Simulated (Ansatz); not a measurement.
MgO2:

```
Mg O
1.0
     1.60476    0.92651    3.49398
    -1.60476    0.92651    3.49398
     0.00000   -1.85302    3.49398
Mg O
1 2
Direct
  0.00000 0.00000 0.00000
  0.57121 0.57121 0.57121
  0.42879 0.42879 0.42879
```

The cell comes from a database or a generator and needn't be the stable form of this composition.

| Property | Result |
| --- | --- |
| Program | Ansatz 0.2.0 |
| Task | relaxation of cell and atoms |
| Functional | PBEsol |
| Potentials or basis | Ansatz PAW |
| Cutoff | 420 eV (not typed: the program's choice for these potentials) |
| k mesh | 10 × 10 × 10 |
| Occupations | fermi-dirac, width 0.05 eV |
| Spin | no spin polarisation |

At the start: volume 10.39 Å³/atom.

Problem. How do energy, volume and symmetry change on relaxing?

Solution. It ends after 8 steps and the volume is 10.01 Å³/atom (-3.6 %); space group R-3m (No. 166, to 0.05 Å).

Step by step:
```csv
step,energy change (eV),largest force (eV/Å),volume (Å³)
1,0.0000,0.3040,31.17
2,-0.0150,0.1630,30.66
3,-0.0232,0.0127,30.05
4,-0.0230,0.0020,30.10
5,-0.0230,0.0005,30.10
6,-0.0181,0.0009,30.10
7,-0.0185,0.0004,30.04
8,-0.0182,0.0001,30.04
```

Final structure:
```
Mg O
1.0
     1.58382    0.91442    3.45739
    -1.58382    0.91442    3.45739
     0.00000   -1.82884    3.45739
Mg O
1 2
Direct
  0.00000 0.00000 0.00000
  0.57086 0.57086 0.57086
  0.42914 0.42914 0.42914
```

Caveat: the plane-wave basis is chosen anew once the cell has moved, so the energies of steps on either side of that aren't comparable; the pressure holds a Pulay correction of +0.9 GPa for the finite cutoff; the PAW data sets come from PBE, with cores solved anew for the run's functional, which leaves a small shift of forces and pressure.
